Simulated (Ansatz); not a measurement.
input.yaml

```yaml
crystal:
  lattice:
    - [2.9799310772, 0.0, 0.0]
    - [-1.4899655386, 2.5806960143, 0.0]
    - [0.0, 0.0, 29.1972424308]
  atoms:
    - { symbol: Mg, position: [0.0, 0.0, 0.0] }
    - { symbol: O, position: [1.0, 0.0, 0.125] }
    - { symbol: Mg, position: [0.3333333333, 0.6666666667, 0.0833333333] }
    - { symbol: O, position: [0.6666666667, 0.3333333333, 0.0416666667] }
    - { symbol: Mg, position: [0.6666666667, 0.3333333333, 0.1666666667] }
    - { symbol: O, position: [0.3333333333, 0.6666666667, 0.2083333333] }
    - { symbol: Mg, position: [0.0, 0.0, 0.25] }
    - { symbol: O, position: [1.0, 0.0, 0.375] }
    - { symbol: Mg, position: [0.3333333333, 0.6666666667, 0.3333333333] }
    - { symbol: O, position: [0.6666666667, 0.3333333333, 0.2916666667] }
    - { symbol: Mg, position: [0.6666666667, 0.3333333333, 0.4166666667] }
    - { symbol: O, position: [0.3333333333, 0.6666666667, 0.4583333333] }
    - { symbol: O, position: [1.0, 0.0, 0.875] }
    - { symbol: Mg, position: [0.3333333333, 0.6666666667, 0.9166666667] }
    - { symbol: O, position: [0.6666666667, 0.3333333333, 0.9583333333] }
    - { symbol: Mg, position: [0.6666666667, 0.3333333333, 0.8333333333] }
    - { symbol: O, position: [0.3333333333, 0.6666666667, 0.7916666667] }
    - { symbol: Mg, position: [0.0, 0.0, 0.75] }
    - { symbol: O, position: [1.0, 0.0, 0.625] }
    - { symbol: Mg, position: [0.3333333333, 0.6666666667, 0.6666666667] }
    - { symbol: O, position: [0.6666666667, 0.3333333333, 0.7083333333] }
    - { symbol: Mg, position: [0.6666666667, 0.3333333333, 0.5833333333] }
    - { symbol: O, position: [0.3333333333, 0.6666666667, 0.5416666667] }
    - { symbol: Mg, position: [0.0, 0.0, 0.5] }
basis:
  ecutwfc: 420
kpoints:
  mp_grid: { grid: [12, 12, 1] }
hamiltonian:
  xc: pbesol
scf:
  occupations: { method: gaussian, width: 0.05 }
output:
  forces: true
  stress: true
  eigenvalues: true
  populations: true
  write_density: true
  write_potential: true
  elf: true
  volumetric_format: npy
relax:
  adjacent_minimum: "off"
  f_tol: 0.02
  max_steps: 60
  cell: { fix: [a, b, alpha, beta, gamma], stress_tol: 0.1 }
```

Command:
```bash
ansatz run input.yaml --threads 4 --pin off --max-ram 12288MiB --backend cpu --events-out ev --progress --plain --runs-dir out
```

These are results of Ansatz, DFT PBEsol, scalar-relativistic, plane waves, PAW, not measurements.

Abridged output (iterations and final results):

```
SCF iter   1: F=—  HF=-29709.411379 eV  |F-HF|=—  |Δ(HF+E_count)|=         —  Δρ=1.45e-2  dr2=3.85e-1  ethr=1.77e-3  ⟨swp⟩=5.9  Hψ=9604  notcnv=0  defer=81
SCF iter   2: F=—  HF=-29709.308845 eV  |F-HF|=—  |Δ(HF+E_count)|=   1.03e-1  Δρ=4.64e-3  dr2=5.20e-2  ethr=2.00e-4  ⟨swp⟩=2.0  Hψ=3073  notcnv=0  defer=345
SCF iter   3: F=—  HF=-29709.295964 eV  |F-HF|=—  |Δ(HF+E_count)|=   1.29e-2  Δρ=1.04e-3  dr2=2.36e-3  ethr=2.71e-5  ⟨swp⟩=2.0  Hψ=2885  notcnv=0  defer=345
SCF iter   4: F=—  HF=-29709.295560 eV  |F-HF|=—  |Δ(HF+E_count)|=   4.04e-4  Δρ=2.46e-4  dr2=2.22e-4  ethr=1.23e-6  ⟨swp⟩=2.0  Hψ=2399  notcnv=0  defer=345
SCF iter   5: F=—  HF=-29709.295488 eV  |F-HF|=—  |Δ(HF+E_count)|=   7.24e-5  Δρ=7.11e-5  dr2=4.22e-5  ethr=1.16e-7  ⟨swp⟩=2.0  Hψ=3460  notcnv=0  defer=345
SCF iter   6: F=—  HF=-29709.295339 eV  |F-HF|=—  |Δ(HF+E_count)|=   1.49e-4  Δρ=4.80e-5  dr2=5.48e-6  ethr=2.20e-8  ⟨swp⟩=2.0  Hψ=2577  notcnv=0  defer=345
SCF iter   7: F=-29709.295337 eV  HF=-29709.295337 eV  |F-HF|=3.73e-8  |Δ(HF+E_count)|=   1.38e-6  Δρ=5.17e-6  dr2=6.18e-8  ethr=5.21e-11  ⟨swp⟩=14.2  Hψ=18427  notcnv=0
SCF 1 converged in 7 iterations: F = -29709.295337 eV  dr2 = 6.18e-8
relax step   1: F+E_penalty+E_count = -29709.29533720 eV  Δ(F+E_penalty+E_count) = +0.000e0 eV  max|allowed force component| = 1.100e0 eV/Å  Δτ_max = 0.0000 Å  P = +1.127 GPa  Ω = 224.535 Å³  fix = [a, b, alpha, beta, gamma]  reactions: a -0.872, b -0.872 GPa (7 SCF iters, dr2 threshold 1.00e-7 eV, accepted)
Crystal: 24 atoms, lattice volume = 226.651 Å³
Basis set: ecut = 420 eV, 4323 PW (Γ), exchange–correlation on 40×40×400 points (8 copies of the dense FFT grid, shifted against one another)
Initial density: handed on by an earlier stage of this run
Initial wavefunctions: those handed on with the density
SCF iter   1: F=—  HF=-29709.477455 eV  |F-HF|=—  |Δ(HF+E_count)|=         —  Δρ=6.48e-3  dr2=3.66e-2  ethr=1.89e-5  ⟨swp⟩=2.3  Hψ=10473  notcnv=0
SCF iter   2: F=—  HF=-29709.475091 eV  |F-HF|=—  |Δ(HF+E_count)|=   2.36e-3  Δρ=3.38e-3  dr2=1.04e-2  ethr=1.89e-5  ⟨swp⟩=1.1  Hψ=2281  notcnv=0
SCF iter   3: F=—  HF=-29709.475468 eV  |F-HF|=—  |Δ(HF+E_count)|=   3.77e-4  Δρ=3.29e-4  dr2=2.28e-4  ethr=5.39e-6  ⟨swp⟩=2.3  Hψ=3528  notcnv=0
SCF iter   4: F=—  HF=-29709.475395 eV  |F-HF|=—  |Δ(HF+E_count)|=   7.25e-5  Δρ=8.24e-5  dr2=2.81e-5  ethr=1.19e-7  ⟨swp⟩=2.2  Hψ=3279  notcnv=0
SCF iter   5: F=—  HF=-29709.475392 eV  |F-HF|=—  |Δ(HF+E_count)|=   2.95e-6  Δρ=2.87e-5  dr2=4.62e-6  ethr=1.46e-8  ⟨swp⟩=2.0  Hψ=3102  notcnv=0
SCF iter   6: F=-29709.475390 eV  HF=-29709.475391 eV  |F-HF|=6.05e-7  |Δ(HF+E_count)|=   1.17e-6  Δρ=1.03e-5  dr2=6.80e-7  ethr=1.25e-9  ⟨swp⟩=11.1  Hψ=18510  notcnv=0
SCF 2 converged in 6 iterations: F = -29709.475390 eV  dr2 = 6.80e-7
relax step   2: F+E_penalty+E_count = -29709.47539048 eV  Δ(F+E_penalty+E_count) = -1.801e-1 eV  max|allowed force component| = 2.683e-1 eV/Å  Δτ_max = 0.0529 Å  P = -0.623 GPa  Ω = 226.651 Å³  energy of the carried Pulay correction = -8.684e-3 eV  fix = [a, b, alpha, beta, gamma]  reactions: a -1.147, b -1.147 GPa (6 SCF iters, dr2 threshold 2.40e-6 eV, accepted)
Crystal: 24 atoms, lattice volume = 226.851 Å³
SCF iter   1: F=—  HF=-29709.481523 eV  |F-HF|=—  |Δ(HF+E_count)|=         —  Δρ=7.30e-4  dr2=5.26e-4  ethr=2.76e-7  ⟨swp⟩=2.1  Hψ=8786  notcnv=0
SCF iter   2: F=—  HF=-29709.481445 eV  |F-HF|=—  |Δ(HF+E_count)|=   7.76e-5  Δρ=3.81e-4  dr2=1.68e-4  ethr=2.74e-7  ⟨swp⟩=1.0  Hψ=2280  notcnv=0
SCF iter   3: F=—  HF=-29709.481446 eV  |F-HF|=—  |Δ(HF+E_count)|=   1.21e-6  Δρ=3.46e-5  dr2=6.47e-6  ethr=8.77e-8  ⟨swp⟩=2.1  Hψ=3574  notcnv=0
SCF iter   4: F=-29709.481444 eV  HF=-29709.481445 eV  |F-HF|=1.06e-6  |Δ(HF+E_count)|=   9.86e-7  Δρ=9.41e-6  dr2=1.15e-6  ethr=3.37e-9  ⟨swp⟩=2.0  Hψ=2553  notcnv=0
SCF iter   5: F=-29709.481445 eV  HF=-29709.481445 eV  |F-HF|=1.28e-7  |Δ(HF+E_count)|=   3.48e-7  Δρ=5.97e-6  dr2=1.47e-7  ethr=6.01e-10  ⟨swp⟩=2.0  Hψ=2611  notcnv=0
SCF iter   6: F=-29709.481445 eV  HF=-29709.481445 eV  |F-HF|=7.01e-9  |Δ(HF+E_count)|=   3.93e-8  Δρ=1.88e-6  dr2=9.61e-9  ethr=7.65e-11  ⟨swp⟩=7.5  Hψ=13869  notcnv=0
SCF 3 converged in 6 iterations: F = -29709.481445 eV  dr2 = 9.61e-9
relax step   3: F+E_penalty+E_count = -29709.48144509 eV  Δ(F+E_penalty+E_count) = -6.055e-3 eV  max|allowed force component| = 7.171e-2 eV/Å  Δτ_max = 0.0113 Å  P = -0.775 GPa  Ω = 226.851 Å³  energy of the carried Pulay correction = -9.502e-3 eV  fix = [a, b, alpha, beta, gamma]  reactions: a -1.127, b -1.127 GPa (6 SCF iters, dr2 threshold 2.40e-6 eV, accepted)
Crystal: 24 atoms, lattice volume = 226.732 Å³
SCF iter   1: F=—  HF=-29709.482556 eV  |F-HF|=—  |Δ(HF+E_count)|=         —  Δρ=3.06e-4  dr2=1.44e-4  ethr=7.45e-8  ⟨swp⟩=2.2  Hψ=8185  notcnv=0
SCF iter   2: F=—  HF=-29709.482467 eV  |F-HF|=—  |Δ(HF+E_count)|=   8.93e-5  Δρ=1.66e-4  dr2=4.67e-5  ethr=7.45e-8  ⟨swp⟩=1.3  Hψ=2296  notcnv=0
SCF iter   3: F=—  HF=-29709.482459 eV  |F-HF|=—  |Δ(HF+E_count)|=   7.47e-6  Δρ=1.61e-5  dr2=1.38e-6  ethr=2.43e-8  ⟨swp⟩=2.1  Hψ=3647  notcnv=0
SCF iter   4: F=—  HF=-29709.482459 eV  |F-HF|=—  |Δ(HF+E_count)|=   2.63e-7  Δρ=7.41e-6  dr2=3.39e-7  ethr=7.20e-10  ⟨swp⟩=2.2  Hψ=2796  notcnv=0
SCF iter   5: F=-29709.482459 eV  HF=-29709.482459 eV  |F-HF|=2.15e-8  |Δ(HF+E_count)|=   1.00e-7  Δρ=1.71e-6  dr2=2.45e-8  ethr=1.77e-10  ⟨swp⟩=2.2  Hψ=2832  notcnv=0
SCF iter   6: F=-29709.482459 eV  HF=-29709.482459 eV  |F-HF|=2.07e-9  |Δ(HF+E_count)|=   6.82e-9  Δρ=9.50e-7  dr2=2.35e-9  ethr=1.28e-11  ⟨swp⟩=6.6  Hψ=12798  notcnv=0
SCF 4 converged in 6 iterations: F = -29709.482459 eV  dr2 = 2.35e-9
relax step   4: F+E_penalty+E_count = -29709.48245904 eV  Δ(F+E_penalty+E_count) = -1.014e-3 eV  max|allowed force component| = 1.774e-2 eV/Å  Δτ_max = 0.0036 Å  P = -0.688 GPa  Ω = 226.732 Å³  energy of the carried Pulay correction = -9.015e-3 eV  fix = [a, b, alpha, beta, gamma]  reactions: a -1.077, b -1.077 GPa (6 SCF iters, dr2 threshold 3.21e-7 eV, accepted)
Initial wavefunctions: pseudopotential atomic-orbital guess (no wavefunctions were taken with the density)
SCF iter   1: F=—  HF=-29709.492780 eV  |F-HF|=—  |Δ(HF+E_count)|=         —  Δρ=1.59e-4  dr2=4.81e-6  ethr=3.29e-8  ⟨swp⟩=3.9  Hψ=15908  notcnv=0  defer=1
SCF iter   2: F=—  HF=-29709.492686 eV  |F-HF|=—  |Δ(HF+E_count)|=   9.44e-5  Δρ=7.86e-5  dr2=9.89e-7  ethr=2.51e-9  ⟨swp⟩=2.0  Hψ=3161  notcnv=0  defer=1
SCF iter   3: F=—  HF=-29709.492704 eV  |F-HF|=—  |Δ(HF+E_count)|=   1.77e-5  Δρ=1.05e-5  dr2=2.33e-8  ethr=5.15e-10  ⟨swp⟩=2.0  Hψ=3173  notcnv=0  defer=1
SCF iter   4: F=-29709.492704 eV  HF=-29709.492704 eV  |F-HF|=4.84e-10  |Δ(HF+E_count)|=   2.76e-7  Δρ=5.95e-7  dr2=3.26e-10  ethr=1.21e-11  ⟨swp⟩=2.0  Hψ=3173  notcnv=0  defer=1
SCF iter   5: F=-29709.492704 eV  HF=-29709.492704 eV  |F-HF|=3.64e-12  |Δ(HF+E_count)|=  5.09e-10  Δρ=1.81e-7  dr2=6.27e-11  ethr=1.00e-12  ⟨swp⟩=1.7  Hψ=2335  notcnv=0  defer=1
SCF iter   6: F=-29709.492704 eV  HF=-29709.492704 eV  |F-HF|=1.46e-11  |Δ(HF+E_count)|=  7.28e-12  Δρ=3.67e-8  dr2=5.58e-12  ethr=1.00e-12  ⟨swp⟩=6.0  Hψ=10794  notcnv=0
SCF 5 converged in 6 iterations: F = -29709.492704 eV  dr2 = 5.58e-12
Crystal: 24 atoms, lattice volume = 226.878 Å³
SCF iter   1: F=—  HF=-29709.492341 eV  |F-HF|=—  |Δ(HF+E_count)|=         —  Δρ=1.33e-4  dr2=2.60e-5  ethr=1.43e-8  ⟨swp⟩=2.0  Hψ=8242  notcnv=0
SCF iter   2: F=—  HF=-29709.492273 eV  |F-HF|=—  |Δ(HF+E_count)|=   6.78e-5  Δρ=6.78e-5  dr2=7.35e-6  ethr=1.35e-8  ⟨swp⟩=2.5  Hψ=3102  notcnv=0
SCF iter   3: F=—  HF=-29709.492272 eV  |F-HF|=—  |Δ(HF+E_count)|=   8.15e-7  Δρ=9.60e-6  dr2=3.54e-7  ethr=3.83e-9  ⟨swp⟩=2.4  Hψ=3350  notcnv=0
SCF iter   4: F=-29709.492272 eV  HF=-29709.492272 eV  |F-HF|=4.00e-8  |Δ(HF+E_count)|=   4.53e-8  Δρ=3.11e-6  dr2=4.98e-8  ethr=1.85e-10  ⟨swp⟩=2.0  Hψ=2723  notcnv=0
SCF iter   5: F=-29709.492272 eV  HF=-29709.492272 eV  |F-HF|=5.24e-9  |Δ(HF+E_count)|=   1.21e-8  Δρ=9.60e-7  dr2=5.82e-9  ethr=2.60e-11  ⟨swp⟩=2.2  Hψ=2908  notcnv=0
SCF iter   6: F=-29709.492272 eV  HF=-29709.492272 eV  |F-HF|=6.73e-10  |Δ(HF+E_count)|=   1.89e-9  Δρ=4.55e-7  dr2=7.81e-10  ethr=3.03e-12  ⟨swp⟩=5.7  Hψ=12164  notcnv=0
SCF 6 converged in 6 iterations: F = -29709.492272 eV  dr2 = 7.81e-10
relax step   6: F+E_penalty+E_count = -29709.49227220 eV  Δ(F+E_penalty+E_count) = +4.316e-4 eV  max|allowed force component| = 1.403e-4 eV/Å  Δτ_max = 0.0007 Å  P = -0.710 GPa  Ω = 226.878 Å³  energy of the carried Pulay correction = -6.022e-4 eV  fix = [a, b, alpha, beta, gamma]  reactions: a -1.068, b -1.068 GPa (6 SCF iters, dr2 threshold 1.46e-7 eV, accepted)
SCF iter   1: F=—  HF=-29709.493049 eV  |F-HF|=—  |Δ(HF+E_count)|=         —  Δρ=2.05e-5  dr2=3.91e-8  ethr=2.13e-8  ⟨swp⟩=3.9  Hψ=15993  notcnv=0  defer=1
SCF iter   2: F=—  HF=-29709.492918 eV  |F-HF|=—  |Δ(HF+E_count)|=   1.31e-4  Δρ=1.03e-5  dr2=8.90e-9  ethr=2.04e-11  ⟨swp⟩=2.9  Hψ=4224  notcnv=0  defer=1
SCF iter   3: F=-29709.492918 eV  HF=-29709.492918 eV  |F-HF|=2.03e-8  |Δ(HF+E_count)|=   4.95e-7  Δρ=2.09e-6  dr2=5.04e-10  ethr=4.64e-12  ⟨swp⟩=2.5  Hψ=2976  notcnv=0  defer=1
SCF iter   4: F=-29709.492918 eV  HF=-29709.492918 eV  |F-HF|=3.27e-11  |Δ(HF+E_count)|=   2.04e-8  Δρ=1.42e-7  dr2=5.49e-11  ethr=1.00e-12  ⟨swp⟩=1.0  Hψ=2261  notcnv=0  defer=1
SCF iter   5: F=-29709.492918 eV  HF=-29709.492918 eV  |F-HF|=3.64e-12  |Δ(HF+E_count)|=  3.64e-12  Δρ=4.42e-8  dr2=1.36e-11  ethr=1.00e-12  ⟨swp⟩=1.0  Hψ=2261  notcnv=0  defer=1
SCF iter   6: F=-29709.492918 eV  HF=-29709.492918 eV  |F-HF|=7.28e-12  |Δ(HF+E_count)|=  7.28e-12  Δρ=2.63e-8  dr2=8.61e-13  ethr=1.00e-12  ⟨swp⟩=1.0  Hψ=2261  notcnv=0  defer=1
SCF iter   7: F=-29709.492918 eV  HF=-29709.492918 eV  |F-HF|=3.64e-12  |Δ(HF+E_count)|=  7.28e-12  Δρ=1.05e-8  dr2=1.39e-13  ethr=1.00e-12  ⟨swp⟩=4.8  Hψ=8730  notcnv=0
SCF 7 converged in 7 iterations: F = -29709.492918 eV  dr2 = 1.39e-13
SCF converged after 7 iterations
Free energy (F): -29709.492918 eV
Harris-Foulkes:  -29709.492918 eV  (|F-HF|=3.64e-12)
Internal energy: -29709.492918 eV  (E = F + TS)
E sigma→0 (E₀):  -29709.492918 eV
Fermi energy:    10.030902 eV
--- Per-component energies (eV) ---
  E_band       = -3531.322994
  E_kinetic    = 3056.907172
  E_local      = -19352.786122  (includes V_loc(G=0)·N_el)
  E_nonlocal   = 1724.974966
  E_hartree    = 6690.513865
  E_xc         = -1245.883941
  E_vxc        = -1605.286702  (∫ρ·V_xc dr)
  E_paw        = -5197.323030  (= ΣΔE_a)
  E_vpaw       = -736.190084  (= ΣTr[D̂ρ^β])
  E_aug_tail   = 0.030033  (compensation charges beyond the density's cutoff)
  E_ewald      = -15387.055663
  E_core_change = 1.129802  (= ΣΔE_core)
  E_smearing   =  0.000000  (= −TS)
--- Forces (eV/Å), atoms counted from 1 ---
  atom   1  Mg     0.00000000     0.00000000     0.00000000
  atom   2  O      0.00000000     0.00000000    -0.00002688
  atom   3  Mg     0.00000000     0.00000000     0.00013470
  atom   4  O      0.00000000     0.00000000    -0.00015544
  atom   5  Mg     0.00000000     0.00000000     0.00012949
  atom   6  O      0.00000000     0.00000000    -0.00012380
  atom   7  Mg     0.00000000     0.00000000     0.00000000
  atom   8  O      0.00000000     0.00000000     0.00002688
  atom   9  Mg     0.00000000     0.00000000    -0.00012949
  atom  10  O      0.00000000     0.00000000     0.00012380
  atom  11  Mg     0.00000000     0.00000000    -0.00013470
  atom  12  O      0.00000000     0.00000000     0.00015544
  atom  13  O      0.00000000     0.00000000     0.00002688
  atom  14  Mg     0.00000000     0.00000000    -0.00013470
  atom  15  O      0.00000000     0.00000000     0.00015544
  atom  16  Mg     0.00000000     0.00000000    -0.00012949
  atom  17  O      0.00000000     0.00000000     0.00012380
  atom  18  Mg     0.00000000     0.00000000     0.00000000
  atom  19  O      0.00000000     0.00000000    -0.00002688
  atom  20  Mg     0.00000000     0.00000000     0.00012949
  atom  21  O      0.00000000     0.00000000    -0.00012380
  atom  22  Mg     0.00000000     0.00000000     0.00013470
  atom  23  O      0.00000000     0.00000000    -0.00015544
  atom  24  Mg     0.00000000     0.00000000     0.00000000
--- Stress (GPa, compression-positive) ---
       -1.067758       0.000000       0.000000
        0.000000      -1.067758       0.000000
        0.000000       0.000000       0.012027
  P = ⅓ Tr σ = -0.7078 GPa (-7.078 kbar)
--- Band table (eV; the first three rows and the last of 19) ---
  k-point 0: bands = ["-64.5782", "-64.5782", "-63.9257", "-63.9257", "-63.9257", "-63.9257", "-63.9105", "-63.9105", "-63.9071", "-63.9071", "-63.9042", "-63.9042", "-31.5151", "-31.5151", "-31.5151", "-31.5151", "-31.5063", "-31.5063", "-30.9142", "-30.9138", "-30.9047", "-30.9039", "-30.8831", "-30.8825", "-30.8564", "-30.8561", "-30.8489", "-30.8489", "-30.8489", "-30.8489", "-30.8489", "-30.8489", "-30.8489", "-30.8489", "-30.8349", "-30.8348", "-30.8340", "-30.8340", "-30.8340", "-30.8340", "-30.8307", "-30.8307", "-30.8307", "-30.8307", "-30.8278", "-30.8278", "-30.8278", "-30.8278", "-9.2554", "-9.1893", "-9.1667", "-8.9633", "-8.9574", "-8.6499", "-8.6378", "-8.3129", "-8.2844", "-8 ...
  k-point 1: bands = ["-64.5778", "-64.5778", "-63.9253", "-63.9253", "-63.9253", "-63.9253", "-63.9100", "-63.9100", "-63.9068", "-63.9068", "-63.9039", "-63.9039", "-31.5192", "-31.5192", "-31.5160", "-31.5160", "-31.5054", "-31.5054", "-30.9123", "-30.9119", "-30.9034", "-30.9027", "-30.8828", "-30.8822", "-30.8586", "-30.8582", "-30.8535", "-30.8535", "-30.8518", "-30.8517", "-30.8500", "-30.8500", "-30.8500", "-30.8500", "-30.8383", "-30.8383", "-30.8366", "-30.8366", "-30.8354", "-30.8354", "-30.8327", "-30.8327", "-30.8316", "-30.8316", "-30.8314", "-30.8314", "-30.8283", "-30.8283", "-9.1881", "-9.1254", "-9.0996", "-8.9049", "-8.8959", "-8.5972", "-8.5887", "-8.2709", "-8.2464", "-8 ...
  k-point 2: bands = ["-64.5768", "-64.5768", "-63.9242", "-63.9242", "-63.9242", "-63.9242", "-63.9086", "-63.9086", "-63.9057", "-63.9057", "-63.9031", "-63.9031", "-31.5306", "-31.5306", "-31.5186", "-31.5186", "-31.5031", "-31.5031", "-30.9068", "-30.9065", "-30.9000", "-30.8995", "-30.8828", "-30.8824", "-30.8685", "-30.8682", "-30.8655", "-30.8654", "-30.8577", "-30.8577", "-30.8530", "-30.8529", "-30.8529", "-30.8529", "-30.8482", "-30.8482", "-30.8458", "-30.8458", "-30.8402", "-30.8401", "-30.8389", "-30.8389", "-30.8341", "-30.8341", "-30.8340", "-30.8340", "-30.8300", "-30.8300", "-8.9976", "-8.9448", "-8.9090", "-8.7402", "-8.7219", "-8.4514", "-8.4492", "-8.1539", "-8.1417", "-7 ...
  k-point 18: bands = ["-64.5718", "-64.5718", "-63.9188", "-63.9188", "-63.9188", "-63.9188", "-63.9009", "-63.9009", "-63.9008", "-63.9008", "-63.9008", "-63.9008", "-31.5604", "-31.5604", "-31.5549", "-31.5549", "-31.4923", "-31.4923", "-30.8982", "-30.8981", "-30.8981", "-30.8980", "-30.8980", "-30.8979", "-30.8970", "-30.8968", "-30.8906", "-30.8906", "-30.8905", "-30.8905", "-30.8818", "-30.8817", "-30.8788", "-30.8788", "-30.8787", "-30.8787", "-30.8730", "-30.8730", "-30.8625", "-30.8625", "-30.8624", "-30.8624", "-30.8478", "-30.8478", "-30.8477", "-30.8477", "-30.8465", "-30.8465", "-7.9358", "-7.9358", "-7.6824", "-7.6824", "-7.6824", "-7.6823", "-7.6815", "-7.6815", "-7.6815", "- ...
--- Relaxed structure (5 steps of the walk, 5 accepted, 2 SCFs on fresh bases) ---
  F+E_penalty+E_count = -29709.49291828 eV   max|allowed force component| = 1.554e-4 eV/Å   (the final SCF, on the basis selected at the relaxed cell)
  cell:  # Å, volume = 226.8777 Å³
    - [2.97993107, 0.0, -1.25448744e-129]
    - [-1.48996553, 2.58069601, 3.77134783e-129]
    - [-1.22914165e-128, 3.55714773e-128, 29.50181991]
  atoms:
    - { symbol: Mg, position: [0.0, 0.0, 0.0] }
    - { symbol: O, position: [1.0, 0.0, 0.12630510] }
    - { symbol: Mg, position: [0.33333333, 0.66666666, 0.08507376] }
    - { symbol: O, position: [0.66666666, 0.33333333, 0.04396317] }
    - { symbol: Mg, position: [0.66666666, 0.33333333, 0.16753223] }
    - { symbol: O, position: [0.33333333, 0.66666666, 0.20876686] }
    - { symbol: Mg, position: [0.0, 0.0, 0.24999999] }
    - { symbol: O, position: [1.0, 0.0, 0.37369489] }
    - { symbol: Mg, position: [0.33333333, 0.66666666, 0.33246776] }
    - { symbol: O, position: [0.66666666, 0.33333333, 0.29123313] }
    - { symbol: Mg, position: [0.66666666, 0.33333333, 0.41492623] }
    - { symbol: O, position: [0.33333333, 0.66666666, 0.45603682] }
    - { symbol: O, position: [1.0, 0.0, 0.87369489] }
    - { symbol: Mg, position: [0.33333333, 0.66666666, 0.91492623] }
    - { symbol: O, position: [0.66666666, 0.33333333, 0.95603682] }
    - { symbol: Mg, position: [0.66666666, 0.33333333, 0.83246776] }
    - { symbol: O, position: [0.33333333, 0.66666666, 0.79123313] }
    - { symbol: Mg, position: [0.0, 0.0, 0.75] }
    - { symbol: O, position: [1.0, 0.0, 0.62630510] }
    - { symbol: Mg, position: [0.33333333, 0.66666666, 0.66753223] }
    - { symbol: O, position: [0.66666666, 0.33333333, 0.70876686] }
    - { symbol: Mg, position: [0.66666666, 0.33333333, 0.58507376] }
    - { symbol: O, position: [0.33333333, 0.66666666, 0.54396317] }
    - { symbol: Mg, position: [0.0, 0.0, 0.49999999] }
--- Löwdin populations: 24 sites ---
  site symbol q [e]
     0     Mg      8.4900
     1      O      7.3752
     2     Mg      8.4742
     3      O      7.3607
     4     Mg      8.4735
     5      O      7.3750
     6     Mg      8.4735
     7      O      7.3752
     8     Mg      8.4735
     9      O      7.3750
    10     Mg      8.4742
    11      O      7.3607
    12      O      7.3752
    13     Mg      8.4742
    14      O      7.3607
    15     Mg      8.4735
    16      O      7.3750
    17     Mg      8.4735
    18      O      7.3752
    19     Mg      8.4735
    20      O      7.3750
    21     Mg      8.4742
    22      O      7.3607
    23     Mg      8.4900
  spilling = 0.009577 (of n_electrons = 192.000000)
```

The relaxation met its thresholds.

It took 76 s on 4 threads of Arm Neoverse V1 (shared host), peak memory 1 GiB.